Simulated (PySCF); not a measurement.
**γ-butyrolactone: calculation and literature**

Molfile (atoms numbered from 1):
```
C4H6O2
     RDKit          3D

 12 12  0  0  0  0  0  0  0  0999 V2000
   -1.7756    1.8995    0.3123 O   0  0  0  0  0  0  0  0  0  0  0  0
   -0.8893    1.1075    0.1934 C   0  0  0  0  0  0  0  0  0  0  0  0
   -1.0015   -0.4123    0.2151 C   0  0  0  0  0  0  0  0  0  0  0  0
    0.3331   -0.8655   -0.3646 C   0  0  0  0  0  0  0  0  0  0  0  0
    1.2427    0.3282   -0.0486 C   0  0  0  0  0  0  0  0  0  0  0  0
    0.3926    1.4633    0.0241 O   0  0  0  0  0  0  0  0  0  0  0  0
   -1.1271   -0.7234    1.2545 H   0  0  0  0  0  0  0  0  0  0  0  0
   -1.8716   -0.7403   -0.3484 H   0  0  0  0  0  0  0  0  0  0  0  0
    0.2525   -1.0014   -1.4435 H   0  0  0  0  0  0  0  0  0  0  0  0
    0.7080   -1.7855    0.0772 H   0  0  0  0  0  0  0  0  0  0  0  0
    1.9935    0.5189   -0.8169 H   0  0  0  0  0  0  0  0  0  0  0  0
    1.7439    0.2104    0.9193 H   0  0  0  0  0  0  0  0  0  0  0  0
  1  2  2  0
  2  3  1  0
  3  4  1  0
  4  5  1  0
  5  6  1  0
  6  2  1  0
  3  7  1  0
  3  8  1  0
  4  9  1  0
  4 10  1  0
  5 11  1  0
  5 12  1  0
M  END
```

What is known from experiment: δ 17O O1 338.6; O6 179.5 ppm (measured; liquid, neat, 295 K; 17O NMR survey of organic solvents and oxofluorinated compounds, PMC5915748).

PySCF 2.14.0 with density-fitted response routines calculation with PBE0/pcSseg-1 with gauge-including orbitals and structure optimised with GFN2-xTB; no relativistic terms, one computed conformer, in vacuum, averaged over atoms made equivalent by symmetry, fast rotation or ring inversion.

Question: How close does the calculation come?

Answer: 
Reference values: measured (liquid, neat, 295 K; 17O NMR survey of organic solvents and oxofluorinated compounds, PMC5915748).
```
atoms                 quantity  reference  computed  computed, scaled
   O1  δ 17O vs D2O (external)      338.6         –             356.1
   O6  δ 17O vs D2O (external)      179.5         –             159.6
```

Computed shifts are σ(ref) − σ with the named reference compound (TMS for H and C) calculated as an isolated molecule at the same level. The measured values may be among those fitted. Shieldings were converted by a linear fit to measured shifts: 17O: δ = 266.70 − 0.911σ (rms 10.7 ppm, 155 shifts, 12.2 ppm with the 3 outliers that the fit left out vs liquid water, solution or neat liquid). Occasional misses reach two or three times the rms, and more in compound classes unlike the fitted ones.
